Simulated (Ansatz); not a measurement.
Task: band-curvature effective masses by finite differences of AlAs, space group F-43m, with Ansatz 0.2.0, Python API. Give the script and its output. Use (first run): PBEsol, PAW, cutoff 381 eV, 6×6×6 k-points, fixed occupations, D3BJ dispersion.

```yaml
crystal:
  lattice:
    - [0.00000, 2.83040, 2.83040]
    - [2.83040, 0.00000, 2.83040]
    - [2.83040, 2.83040, 0.00000]
  atoms:
    - { symbol: Al, position: [0.00000, 0.00000, 0.00000] }
    - { symbol: As, position: [0.25000, 0.25000, 0.25000] }
```

`run_mass.py`:
```python
"""Band curvature masses of AlAs."""

import ansatz as az
import numpy as np

XC = "pbesol"
VDW = "d3bj"
KMESH = (6, 6, 6)
MIXING_BETA = 0.4
OCCUPATIONS = "fixed"

system = (
    az.Lattice.of([0.0, 2.8304, 2.8304], [2.8304, 0.0, 2.8304], [2.8304, 2.8304, 0.0])
    .atom("Al", [0.0, 0.0, 0.0])
    .atom("As", [0.25, 0.25, 0.25])
)

calculation = (
    system.calculation()
    .functional(XC, dispersion=VDW)
    .basis(14 * az.Ha)
    .kpoints(*KMESH)
    .mixing("anderson", ndim=6, beta=MIXING_BETA)
    .occupations(OCCUPATIONS)
)
# step 1: where the edges lie on the mesh
out = calculation.band_table().run()
data = out.report
levels = np.array(data["eigenvalues_ev"])
filled = round(data["n_electrons"] / 2)
edges = {"top filled band": (filled - 1, levels[:, filled - 1].argmax()), "lowest empty band": (filled, levels[:, filled].argmin())}
gap = levels[:, filled].min() - levels[:, filled - 1].max()
print(f"gap on the mesh {gap:.3f} eV")
if gap <= 0.05:
    print("no gap: band-edge masses have no meaning here")
    edges = {}
reciprocal = 2 * np.pi * np.linalg.inv(out.lattice.cell_ang).T
step = 0.01  # 1/A

# m/m_e = (hbar^2/m_e) / (d2E/dk2), with hbar^2/m_e = 7.61996 eV A^2
pairs = [(0, 1), (0, 2), (1, 2)]
moves = [sign * axis for axis in np.eye(3) for sign in (-1, 1)]
moves += [s1 * np.eye(3)[i] + s2 * np.eye(3)[j] for i, j in pairs for s1 in (1, -1) for s2 in (1, -1)]
for name, (band, index) in edges.items():
    together = int(np.sum(np.abs(levels[index] - levels[index, band]) < 2e-3))
    print(name, "at k =", np.round(data["kpoints_frac"][index], 4), f"E = {levels[index, band]:.4f} eV, degeneracy {together}")
    centre = np.array(data["kpoints_frac"][index]) @ reciprocal
    points = [centre] + [centre + step * move for move in moves]
    table = calculation.band_structure(points, intervals=1, cartesian=True).run().band_structure().channels[0].eigenvalues_ev
    if together > 1:
        level = np.flatnonzero(np.abs(levels[index] - levels[index, band]) < 2e-3)
        along = (table[1, level] + table[2, level] - 2 * table[0, level]) / step ** 2
        print("  degenerate level, no single mass tensor; masses of its branches along x:", np.round(7.61996 / along, 3), "m_e")
        continue
    e = table[:, band]
    hessian = np.diag((e[1:7:2] + e[2:7:2] - 2 * e[0]) / step ** 2)
    for (i, j), (pp, pm, mp, mm) in zip(pairs, e[7:].reshape(3, 4)):
        hessian[i, j] = hessian[j, i] = (pp - pm - mp + mm) / (4 * step ** 2)
    curvatures, axes = np.linalg.eigh(hessian)
    slope = (e[2:7:2] - e[1:7:2]) / (2 * step)
    print("  slope (eV A):", np.round(slope, 3) + 0.0, "" if np.abs(slope).max() < 0.05 else "- no extremum here, so these are local curvatures and no band-edge masses")
    for curvature, axis in zip(curvatures, axes.T):
        print(f"  principal mass {7.61996 / curvature:8.3f} m_e along", np.round(axis, 2) + 0.0)
```

```console
$ python run_mass.py
DeckWarning: basis.ecutwfc = 380.959407443832 eV is below the records' recommended 420 eV, and the density's cutoff is lower with it unless basis.ecutrho_ratio is high enough to keep the records' density cutoff: compare with a run at a higher cutoff
gap on the mesh 1.326 eV
top filled band at k = [0. 0. 0.] E = 6.2791 eV, degeneracy 3
  degenerate level, no single mass tensor; masses of its branches along x: [-0.115 -0.476 -0.476] m_e
lowest empty band at k = [ 0.  -0.5 -0.5] E = 7.6052 eV, degeneracy 1
  slope (eV A): [0. 0. 0.]
  principal mass    0.738 m_e along [1. 0. 0.]
  principal mass    0.233 m_e along [ 0.   -0.13  0.99]
  principal mass    0.233 m_e along [ 0.   -0.99 -0.13]
```
(Warnings from the package without file and line.)

Reading the output:
- The settings weren't tested for convergence.
- The cutoff lies under the one recommended for these potentials.
- Semilocal gaps usually lie well under measured ones.
- The computed bands are complete only to about 4.3 eV above the Fermi level.
- The starting cell is as deposited in a crystallographic database; the results hold for this polymorph, which needn't be the stable one.
- Gaps and levels are Kohn-Sham values on a finite set of k-points, without spin-orbit coupling.
- The masses are finite-difference curvatures at extrema found on a coarse mesh, which needn't be the true band edges; a step that is long against the gap makes them too heavy. At a valence maximum the curvature is negative (the hole mass is its size); mixed signs mark a saddle. Spin-orbit coupling is left out, and light masses scale with the Kohn-Sham gap.
- It ran for 4.9 s on 1 thread of Arm Neoverse V1, on a shared host, peak memory 0.35 GiB.
